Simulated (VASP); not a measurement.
# LaB6 (Pm-3m) in VASP: single point with PBE

Aim: the single point of LaB6 with PBE.

Program: VASP 6.6.1. These are calculated values, not measurements. Logs are shortened: lines on timing, memory, paths and dates and some standing lists are left out, and cuts for length are marked.

## 1. The structure

The structure is cubic, space group Pm-3m (No. 221). The conventional cell has a = 4.153 Å, b = 4.153 Å, c = 4.153 Å, α = 90.00°, β = 90.00°, γ = 90.00°. Around La (site symmetry m-3m) lie 24 B at 3.05 Å. B (site symmetry 4mm) has 5 B at 1.66 to 1.76 Å as nearest neighbours.

The cell is a database's computed one.

## 2. Single point, PBE

INCAR

```
ALGO     = Normal         # electronic algorithm
EDIFF    = 1E-6           # SCF threshold, eV
ENCUT    = 520            # plane-wave cutoff, eV
GGA      = PE             # functional
ISIF     = 2              # what is computed and relaxed
ISMEAR   = 0              # smearing method
LASPH    = True           # aspherical terms in the spheres
LCHARG   = True           # write CHGCAR
LELF     = True           # ELF
LREAL    = False          # projectors in reciprocal space
LVHAR    = True         
LWAVE    = False          # write WAVECAR
NBANDS   = 24             # bands
NELM     = 100            # most SCF steps
PREC     = Accurate       # precision mode
SIGMA    = 0.1            # smearing width, eV
```

KPOINTS

```
k-points
0
Gamma
  4 4 4
```

POSCAR

```
LaB6
1.0
    4.1526080000      0.0000000000      0.0000000000
    0.0000000000      4.1526080000      0.0000000000
    0.0000000000      0.0000000000      4.1526080000
La B
1 6
Direct
    0.0000000000      0.0000000000      0.0000000000
    0.8001220000      0.5000000000      0.5000000000
    0.1998780000      0.5000000000      0.5000000000
    0.5000000000      0.5000000000      0.8001220000
    0.5000000000      0.5000000000      0.1998780000
    0.5000000000      0.1998780000      0.5000000000
    0.5000000000      0.8001220000      0.5000000000
```

Potentials or basis: VASP PAW PBE potentials, release 64 (La, B).

The run is started by

```bash
> cat potpaw_PBE.64/La/POTCAR potpaw_PBE.64/B/POTCAR > POTCAR
> mpirun -np 1 vasp_std > vasp.out
```

OUTCAR:

```text
EDIFF = 1E-6
   ENCUT = 520
   GGA = PE
   ISIF = 2
   ISMEAR = 0
   LASPH = True
   LREAL = False
   NELM = 100
   PREC = Accurate

 ion  position               nearest neighbor table
   1  0.000  0.000  0.000-
   2  0.800  0.500  0.500-   3 1.66   4 1.76   5 1.76   6 1.76   7 1.76
   3  0.200  0.500  0.500-   2 1.66   4 1.76   5 1.76   6 1.76   7 1.76
   4  0.500  0.500  0.800-   5 1.66   3 1.76   2 1.76   6 1.76   7 1.76
   5  0.500  0.500  0.200-   4 1.66   3 1.76   2 1.76   6 1.76   7 1.76
   6  0.500  0.200  0.500-   7 1.66   3 1.76   4 1.76   5 1.76   2 1.76
   7  0.500  0.800  0.500-   6 1.66   3 1.76   4 1.76   5 1.76   2 1.76

  LATTYP: Found a simple cubic cell.
 ALAT       =     4.1526080000

  Lattice vectors:

 A1 = (   4.1526080000,   0.0000000000,   0.0000000000)
 A2 = (   0.0000000000,   4.1526080000,   0.0000000000)
 A3 = (   0.0000000000,   0.0000000000,   4.1526080000)

Analysis of symmetry for initial positions (statically):
=====================================================================
 Subroutine PRICEL returns:
 Original cell was already a primitive cell.

 Routine SETGRP: Setting up the symmetry group for a
 simple cubic supercell.

 Subroutine GETGRP returns: Found 48 space group operations
 (whereof 48 operations were pure point group operations)
 out of a pool of 48 trial point group operations.

The static configuration has the point symmetry O_h .

Analysis of symmetry for dynamics (positions and initial velocities):
=====================================================================
 Subroutine PRICEL returns:
 Original cell was already a primitive cell.

 Routine SETGRP: Setting up the symmetry group for a
 simple cubic supercell.

 Subroutine GETGRP returns: Found 48 space group operations
 (whereof 48 operations were pure point group operations)
 out of a pool of 48 trial point group operations.

The dynamic configuration has the point symmetry O_h .

 Subroutine INISYM returns: Found 48 space group operations
 (whereof 48 operations are pure point group operations),
 and found     1 'primitive' translations

----------------------------------------------------------------------------------------

                                     Primitive cell

  volume of cell :      71.6082

  direct lattice vectors                    reciprocal lattice vectors
     4.152608000  0.000000000  0.000000000     0.240812521  0.000000000  0.000000000
     0.000000000  4.152608000  0.000000000     0.000000000  0.240812521  0.000000000
     0.000000000  0.000000000  4.152608000     0.000000000  0.000000000  0.240812521

  length of vectors
     4.152608000  4.152608000  4.152608000     0.240812521  0.240812521  0.240812521

  position of ions in fractional coordinates (direct lattice)
     0.000000000  0.000000000  0.000000000
     0.800122000  0.500000000  0.500000000
     0.199878000  0.500000000  0.500000000
     0.500000000  0.500000000  0.800122000
     0.500000000  0.500000000  0.199878000
     0.500000000  0.199878000  0.500000000
     0.500000000  0.800122000  0.500000000

  ion indices of the primitive-cell ions
   primitive index   ion index
                 1           1
                 2           2
                 3           3
                 4           4
                 5           5
                 6           6
                 7           7

----------------------------------------------------------------------------------------

 KPOINTS: k-points

Automatic generation of k-mesh.
 Grid dimensions read from file:
 generate k-points for:    4    4    4

 Generating k-lattice:

  Cartesian coordinates                     Fractional coordinates (reciprocal lattice)
     0.060203130  0.000000000  0.000000000     0.250000000  0.000000000  0.000000000
     0.000000000  0.060203130  0.000000000     0.000000000  0.250000000  0.000000000
     0.000000000  0.000000000  0.060203130     0.000000000  0.000000000  0.250000000

  Length of vectors
     0.060203130  0.060203130  0.060203130

  Shift w.r.t. Gamma in fractional coordinates (k-lattice)
     0.000000000  0.000000000  0.000000000

 Subroutine IBZKPT returns following result:
 ===========================================

 Found     10 irreducible k-points:

 Following reciprocal coordinates:
            Coordinates               Weight
  0.000000  0.000000  0.000000      1.000000
  0.250000  0.000000  0.000000      6.000000
  0.500000  0.000000  0.000000      3.000000
  0.250000  0.250000  0.000000     12.000000
  0.500000  0.250000  0.000000     12.000000
  0.500000  0.500000  0.000000      3.000000
  0.250000  0.250000  0.250000      8.000000
  0.500000  0.250000  0.250000     12.000000
  0.500000  0.500000  0.250000      6.000000
  0.500000  0.500000  0.500000      1.000000
   k-points           NKPTS =     10   k-points in BZ     NKDIM =     10   number of bands    NBANDS=     24
   number of dos      NEDOS =    301   number of ions     NIONS =      7
   total plane-waves  NPLWV =  32768
   dimension x,y,z NGX =    32 NGY =   32 NGZ =   32
   dimension x,y,z NGXF=    64 NGYF=   64 NGZF=   64
   ions per type =               1   6
   NGX,Y,Z   is equivalent  to a cutoff of  12.81, 12.81, 12.81 a.u.
   NGXF,Y,Z  is equivalent  to a cutoff of  25.62, 25.62, 25.62 a.u.
 SYSTEM =  unknown system
   PREC   = accura    normal or accurate (medium, high low for compatibility)
   ISTART =      0    job   : 0-new  1-cont  2-samecut
   ICHARG =      2    charge: 1-file 2-atom 10-const
   ISPIN  =      1    spin polarized calculation?
   LNONCOLLINEAR =      F non collinear calculations
   LSORBIT =      F    spin-orbit coupling
   LASPH  =      T    aspherical Exc in radial PAW
   ENCUT  =  520.0 eV  38.22 Ry    6.18 a.u.   7.72  7.72  7.72*2*pi/ulx,y,z
   NELM   =    100;   NELMIN=  2; NELMDL= -5     # of ELM steps
   EDIFF  = 0.1E-05   stopping-criterion for ELM
   LREAL  =      F    real-space projection
   EDIFFG = 0.1E-04   stopping-criterion for IOM
   NSW    =      0    number of steps for IOM
   IBRION =     -1    ionic relax: 0-MD 1-quasi-New 2-CG
   NFREE  =      0    steps in history (QN), initial steepest desc. (CG)
   ISIF   =      2    stress and relaxation
   ISYM   =      2    0-nonsym 1-usesym 2-fastsym
   POTIM  = 0.5000    time-step for ionic-motion
   TEBEG  =    0.0;   TEEND  =   0.0 temperature during run
   PSTRESS=    0.0 pullay stress
   NELECT =      29.0000    total number of electrons
   NUPDOWN=      -1.0000    fix difference up-down
   EMIN   =  10.00;   EMAX   =-10.00  energy-range for DOS
   EFERMI =   0.00;   METHOD = LEGACY
   ISMEAR =     0;   SIGMA  =   0.10  broadening in eV -4-tet -1-fermi 0-gaus
   EFERMI_NEDOS =   21; number of points for ismear=-14 and -15
   IALGO  =     38    algorithm
   IMIX   =      4    mixing-type and parameters
     AMIX     =   0.40;   BMIX     =  1.00
     AMIX_MAG =   1.60;   BMIX_MAG =  1.00
  volume/ion in A,a.u.               =      10.23        69.03
  Fermi-wavevector in a.u.,A,eV,Ry     =   1.211211  2.288857 19.960191  1.467033
  Thomas-Fermi vector in A             =   2.346734
   LORBIT       =      0    0 simple, 1 ext, 2 COOP (PROOUT), +10 PAW based schemes
   GGA     = PE    functional components
   LHFCALC =     F    Hartree Fock is set to
   AEXX    =    0.0000 exact exchange contribution
   IVDW    =     0    specifies the selected vdW correction
   LEPSILON=     F    determine dielectric tensor
   LRPA    =     F    only Hartree local field effects (RPA)
 non-spin polarized calculation
 Gauss-broadening in eV      SIGMA  =   0.10
  energy-cutoff  :      520.00
  volume of cell :       71.61
 maximum number of plane-waves:      1956
 NGX is ok and might be reduce to    32
   NGX = 15   NGY = 15   NGZ = 15

 number of electron      29.0000003 magnetization

 Free energy of the ion-electron system (eV)
  ---------------------------------------------------
  ext. energy  EPLUGINS =         0.00000000
  ---------------------------------------------------
  free energy    TOTEN  =       -48.99184498 eV

  energy without entropy =      -48.97919935  energy(sigma->0) =      -48.98552217

 E-fermi :   8.6067     XC(G=0): -11.2645

 val. band max:        8.5471890488   @ k =   0.2500   0.2500   0.0000
 cond. band min:       8.6910735985   @ k =   0.2500   0.2500   0.0000
 fundamental gap:      0.1438845497
 Fermi energy:         8.6066883535

 k-point     1 :       0.0000    0.0000    0.0000
  band No.  band energies     occupation
      1     -24.4533      2.00000
      2      -8.1894      2.00000
      3      -8.1894      2.00000
      4      -8.1894      2.00000
      5      -6.9630      2.00000
      6       0.6739      2.00000
[... 16 lines left out ...]
     23      10.6401      0.00000
     24      11.7675      0.00000

 k-point     2 :       0.2500    0.0000    0.0000
  band No.  band energies     occupation
      1     -24.4410      2.00000
      2      -8.6532      2.00000
      3      -8.1486      2.00000
      4      -8.1486      2.00000
      5      -6.4516      2.00000
      6      -1.0992      2.00000
[... 16 lines left out ...]
     23      11.1450      0.00000
     24      11.2194      0.00000

 k-point     3 :       0.5000    0.0000    0.0000
  band No.  band energies     occupation
      1     -24.4287      2.00000
      2      -8.9788      2.00000
      3      -8.1069      2.00000
      4      -8.1069      2.00000
      5      -6.0184      2.00000
      6      -2.0355      2.00000
[... 16 lines left out ...]
     23      10.8039      0.00000
     24      10.9277      0.00000

 k-point     4 :       0.2500    0.2500    0.0000
  band No.  band energies     occupation
      1     -24.4290      2.00000
      2      -8.6215      2.00000
      3      -8.4099      2.00000
      4      -8.1116      2.00000
      5      -6.2963      2.00000
      6      -1.0476      2.00000
[... 16 lines left out ...]
     23      11.0898      0.00000
     24      11.5384      0.00000

 k-point     5 :       0.5000    0.2500    0.0000
  band No.  band energies     occupation
      1     -24.4169      2.00000
      2      -8.8159      2.00000
      3      -8.3765      2.00000
      4      -8.0738      2.00000
      5      -6.2027      2.00000
      6      -1.4787      2.00000
[... 16 lines left out ...]
     23      11.1786      0.00000
     24      12.1619      0.00000

 k-point     6 :       0.5000    0.5000    0.0000
  band No.  band energies     occupation
      1     -24.4050      2.00000
      2      -8.6194      2.00000
      3      -8.6194      2.00000
      4      -8.0401      2.00000
      5      -6.4328      2.00000
      6      -0.7951      2.00000
[... 16 lines left out ...]
     23      11.8310      0.00000
     24      11.8320      0.00000

 k-point     7 :       0.2500    0.2500    0.2500
  band No.  band energies     occupation
      1     -24.4172      2.00000
      2      -8.5558      2.00000
      3      -8.3522      2.00000
      4      -8.3522      2.00000
      5      -6.2488      2.00000
      6      -0.6618      2.00000
[... 16 lines left out ...]
     23      11.1123      0.00000
     24      12.1256      0.00000

 k-point     8 :       0.5000    0.2500    0.2500
  band No.  band energies     occupation
      1     -24.4053      2.00000
      2      -8.6896      2.00000
      3      -8.3483      2.00000
      4      -8.2924      2.00000
      5      -6.2319      2.00000
      6      -1.2729      2.00000
[... 16 lines left out ...]
     23      11.5020      0.00000
     24      12.1108      0.00000

 k-point     9 :       0.5000    0.5000    0.2500
  band No.  band energies     occupation
      1     -24.3937      2.00000
      2      -8.5468      2.00000
      3      -8.5468      2.00000
      4      -8.2629      2.00000
      5      -6.2851      2.00000
      6      -1.1246      2.00000
[... 16 lines left out ...]
     23      12.3020      0.00000
     24      12.3195      0.00000

 k-point    10 :       0.5000    0.5000    0.5000
  band No.  band energies     occupation
      1     -24.3822      2.00000
      2      -8.4706      2.00000
      3      -8.4706      2.00000
      4      -8.4706      2.00000
      5      -6.1144      2.00000
      6      -1.4416      2.00000
[... 16 lines left out ...]
     23      13.0573      0.00000
     24      13.0932      0.00000

------------------------ aborting loop because EDIFF is reached ----------------------------------------

  FORCE on cell =-STRESS in cart. coord.  units (eV):
  Direction    XX          YY          ZZ          XY          YZ          ZX
  --------------------------------------------------------------------------------------
  -------------------------------------------------------------------------------------
  Total        0.1670808      0.1670808      0.1670808      0.0000000      0.0000000     -0.0000000
  in kB        3.7383025      3.7383025      3.7383025      0.0000000      0.0000000     -0.0000000
  external PRESSURE =       3.7383025 kB  Pullay stress =       0.0000000 kB

 VOLUME and BASIS-vectors are now :
 -----------------------------------------------------------------------------
  energy-cutoff  :      520.00
  volume of cell :       71.61
      direct lattice vectors                 reciprocal lattice vectors
     4.152608000  0.000000000  0.000000000     0.240812521  0.000000000  0.000000000
     0.000000000  4.152608000  0.000000000     0.000000000  0.240812521  0.000000000
     0.000000000  0.000000000  4.152608000     0.000000000  0.000000000  0.240812521

 POSITION                                       TOTAL-FORCE (eV/Angst)
 -----------------------------------------------------------------------------------
      0.00000      0.00000      0.00000         0.000000      0.000000      0.000000
      3.32259      2.07630      2.07630         0.100343     -0.000000      0.000000
      0.83001      2.07630      2.07630        -0.100343      0.000000      0.000000
      2.07630      2.07630      3.32259        -0.000000     -0.000000      0.100343
      2.07630      2.07630      0.83001         0.000000      0.000000     -0.100343
      2.07630      0.83001      2.07630         0.000000     -0.100343      0.000000
      2.07630      3.32259      2.07630        -0.000000      0.100343      0.000000
 -----------------------------------------------------------------------------------
    total drift:                               -0.000000     -0.000000     -0.000000

  FREE ENERGIE OF THE ION-ELECTRON SYSTEM (eV)
  ---------------------------------------------------
  free  energy   TOTEN  =       -48.9918449845 eV

  energy  without entropy=      -48.9791993492  energy(sigma->0) =      -48.98552217
```

Run time: 29 s. Hardware: 1 thread of Intel Xeon Platinum 8259CL at 2.50GHz (Skylake/Cascade Lake), shared host; peak memory 0.18 GiB.

What came out:

```yaml
Free_energy: -48.9918 eV
Pressure: 0.4 GPa
Largest_force: 0.100 eV/Å
Band_gap_on_the_k_mesh: none (metal or under the smearing width)
```

Forces in eV/Å, atoms in the order of the input:
```
La   0.000  0.000  0.000
B    0.100  0.000  0.000
B   -0.100  0.000  0.000
B    0.000  0.000  0.100
B    0.000  0.000 -0.100
B    0.000 -0.100  0.000
B    0.000  0.100  0.000
```

Caveat: the k mesh is coarse (spacing up to 0.38 Å⁻¹), so the values aren't converged.
